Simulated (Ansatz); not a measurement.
**HfO₂ (anatase sites, I4_1/amd): the band gap by level of theory**

All numbers come from the plane-wave code Ansatz. All values are calculated for a non-magnetic cell, which may be hypothetical.

The cell is HfO₂ on the sites of the anatase structure (relaxed group I4_1/amd); cell and atoms were relaxed with r2SCAN. The symmetry is I4_1/amd (No. 141, tetragonal); conventional cell a = 3.993 Å, c = 10.545 Å, 14.01 Å³ an atom. Hf has 6 O at 2.06–2.13 Å; O has 3 Hf at 2.06–2.13 Å.

Relaxed lattice by functional, symmetry kept:
```json
{"functional": "PBE", "k mesh": "8×8×8", "a (Å)": "4.019", "c (Å)": "10.647", "volume (Å³/atom)": "14.33"}
{"functional": "r2SCAN", "k mesh": "8×8×8", "a (Å)": "3.993", "c (Å)": "10.545", "volume (Å³/atom)": "14.01"}
{"functional": "PBEsol", "k mesh": "8×8×8", "a (Å)": "3.984", "c (Å)": "10.529", "volume (Å³/atom)": "13.92"}
```

Band edges at fixed r2SCAN geometry:

| level | k mesh | gap (eV) | kind | edges | least direct gap (eV) |
| --- | --- | --- | --- | --- | --- |
| PBE | 10×10×10 | 4.46 | indirect | M → Γ | 4.71 |
| PBE+SOC | 10×10×10 | 4.46 | indirect | M → Γ | 4.66 |
| r2SCAN | 10×10×10 | 5.02 | indirect | M → Γ | 5.27 |
| HSE06 | 6×6×6 | 6.13 | indirect | M → Γ | 6.39 |
| PBE0 | 6×6×6 | 6.88 | indirect | M → Γ | 7.15 |

PBE: smearing of 0.02 eV; the others have fixed occupations.
Wave cutoffs: 420 eV, 500 eV (r2SCAN).

HSE06 gives an indirect gap of 6.13 eV, from M to Γ; the least direct gap is 6.39 eV at Γ–M (0.33 of the way from Γ). Spin-orbit coupling changes the PBE gap by -0.01 eV, to 4.46 eV.

r2SCAN covers 34 % of the step from PBE to HSE06. For gaps to 0.1 eV, spin-orbit coupling (up to 0.05 eV here) is at the margin. All these functionals give a gap of the same kind, indirect.

r2SCAN (ground state on 8×8×8): The electronic dielectric tensor ε∞ is 3.90 along x and y, 3.82 along z. Born charges, averaged over directions: Hf +5.10, O -2.55 e. The program notes that the ground state's band table doesn't vouch for all the bands that the response reads.

On the PBEsol cell (a = 3.984 Å, c = 10.529 Å), with PBEsol: All optical modes at Γ are real, from 113 to 645 cm⁻¹ without the longitudinal term; this says nothing of other wave vectors. With the long-range field the highest mode reaches 761 cm⁻¹. ε∞: 4.22 along x and y, 4.12 along z. With the ions relaxed, ε⁰ is 13.9 along x and y, 12.2 along z. Born charges, averaged over directions: Hf +5.13, O -2.57 e. The program notes that the ground state's band table doesn't vouch for all the bands that the response reads.

Only the levels marked +SOC include spin-orbit coupling.
